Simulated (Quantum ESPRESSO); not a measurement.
# Pb under changes of volume

One of the cells (40.672 Å³/atom); the others are scaled copies at fixed shape and fractional positions:

```
Pb
1.0
     0.00000    3.43900    3.43900
     3.43900    0.00000    3.43900
     3.43900    3.43900    0.00000
Pb
2
Direct
  0.25000 0.25000 0.25000
  0.00000 0.00000 0.00000
```

This isn't the form of Pb at room conditions, which is fcc.

* Program: Quantum ESPRESSO 7.5
* Functional: LDA
* Potentials or basis: GBRV 1.5 LDA
* Cutoff: 612 eV
* Density cutoff: 4898 eV
* k mesh: 7 × 7 × 7
* Occupations: fermi-dirac, width 0.05 eV
* Spin: no spin polarisation

```csv
volume (Å³/atom),energy over the lowest point (meV/atom),pressure (GPa)
38.232,5.74,1.3
39.045,0.92,0.5
39.859,0.00,-0.3
40.672,2.51,-0.9
41.486,8.10,-1.5
42.299,16.37,-2.0
43.112,?,?
```

Problem. What does the run at 43.112 Å³/atom give?

Solution. Energy over the lowest point 27.08 meV/atom; pressure -2.4 GPa.

Worked out: A Birch-Murnaghan fit of order 3 (a polynomial in V^(-2/3)) to the other rows has its minimum at 39.66 Å³/atom with B0 = V·E''(V) = 34 GPa and B' = 4.9. It gives 27.04 meV/atom at 43.112 Å³/atom, against the run's 27.08, and -dE/dV = -2.3 GPa, against -2.4.

Energies are extrapolated to zero smearing.
